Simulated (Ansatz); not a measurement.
**Ir (diamond): energy against volume**

Method: DFT, PBE, plane waves (420 eV) with PAW, scalar-relativistic in Ansatz.

The cell is scaled uniformly from the relaxed one, with fractional coordinates and shape fixed. Energies are extrapolated to zero smearing, pressures are those at the given smearing. Magnetic state: spin not included.

A Birch-Murnaghan fit gives V₀ = 21.56 Å³/atom, B₀ = 185 GPa, B₀′ = 5.0.

Task: What are the energy above the minimum and the pressure at 19.011 Å³/atom?

Result: 224.4 meV/atom and 32.13 GPa as computed.

Task: What are the energy above the minimum and the pressure at 19.875 Å³/atom?

Result: 89.8 meV/atom and 18.75 GPa as computed.

Task: What are the energy above the minimum and the pressure at 20.739 Å³/atom?

Result: 19.6 meV/atom and 8.21 GPa as computed.
